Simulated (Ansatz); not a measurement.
# Rb: which structure is lowest?

Theory: DFT, RPBE, plane waves (420 eV) with PAW, scalar-relativistic in Ansatz 0.2.0. The PAW files were generated under PBE, with cores re-solved for the functional.

Each structure is relaxed within its own symmetry, so a high-lying one may be dynamically unstable.

```csv
structure,ΔE (meV/atom),V (Å³/atom),cell,magnetic state
hcp,-1,100.87,"a = 5.208 Å, c = 8.588 Å (c/a = 1.649)",spin not included
fcc,-1,101.06,a = 7.394 Å,spin not included
dhcp,-1,100.84,"a = 5.206 Å, c = 17.183 Å (c/a = 3.300)",spin not included
bcc,0,101.57,a = 5.878 Å,spin not included
A15,8,101.95,a = 9.343 Å,spin not included
omega (AlB2-type),9,101.27,"a = 8.369 Å, c = 5.008 Å (c/a = 0.598)",spin not included
simple cubic,93,109.26,a = 4.781 Å,spin not included
diamond,249,158.85,a = 10.832 Å,spin not included
```

ΔE counts from bcc.

Differences under about 8 meV lie within the error of the k-point mesh.

This functional, with no dispersion term, lets the cell expand far past the measured one (bcc).
